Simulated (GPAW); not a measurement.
Here is a GPAW 26.7.0 calculation.

run.py

```python
from ase.dft.bandgap import bandgap
from ase.io import read, write
from ase.units import Bohr, GPa
from gpaw import GPAW, PW
from gpaw.elf import elf_from_dft_calculation

atoms = read('ZrSe2.xyz')

calc = GPAW(mode=PW(600),
            xc='PBE',
            kpts={'size': (8, 8, 5), 'gamma': True},
            occupations={'name': 'methfessel-paxton', 'order': 0, 'width': 0.022},
            nbands=24,
            convergence={'density': 1e-05, 'energy': 1e-05},
            maxiter=150,
            txt='gpaw.txt')
atoms.calc = calc
energy = atoms.get_potential_energy()
forces = atoms.get_forces()
stress = atoms.get_stress()
calc.write('gs.gpw')
write('result.traj', atoms)
print(f'Energy: {energy:.6f} eV')
print('Forces (eV/A):')
print(forces.round(4))
print('Stress (GPa):', (stress / GPa).round(3))
print('Fermi level:', round(calc.get_fermi_level(), 4), 'eV')
print(f'Gap: {bandgap(calc)[0]:.4f} eV, direct: {bandgap(calc, direct=True)[0]:.4f} eV')

# fields on the real-space grid
write('density.cube', atoms, data=calc.get_pseudo_density() * Bohr**3)
write('potential.cube', atoms, data=calc.get_electrostatic_potential())
write('elf.cube', atoms, data=elf_from_dft_calculation(calc).data)
```

File ZrSe2.xyz:

```xyz
3
Lattice="3.7980000000 0.0000000000 0.0000000000 -1.8990000000 3.2891644836 0.0000000000 0.0000000000 0.0000000000 6.1920000000" Properties=species:S:1:pos:R:3 pbc="T T T"
Zr     0.0000000000      0.0000000000      0.0000000000
Se     1.8990000002      1.0963881611      4.6440000000
Se    -0.0000000002      2.1927763225      1.5480000000
```

Potentials or basis: GPAW PAW data sets (gpaw-data 1.2.1), pw.

Launch:

```console
$ OMP_NUM_THREADS=1 python run.py
```

What does it give for the largest force?

0.259 eV/Å.

What does it give for the pressure?

1.7 GPa.

Predict the band gap on the k mesh.

0.41 eV, indirect (least direct gap 1.05 eV).

Forces in eV/Å, atoms in the order of the input:
```
Zr   0.000  0.000  0.000
Se   0.000  0.000 -0.259
Se   0.000  0.000  0.259
```

Caveat: an odd mesh through Γ misses points on the zone boundary, where band edges often lie; this functional lacks dispersion, which binds the layers, so the pressure and a relaxed spacing across them are unreliable.

The gap isn't set beside the measured one, since this odd mesh misses points on the zone boundary.
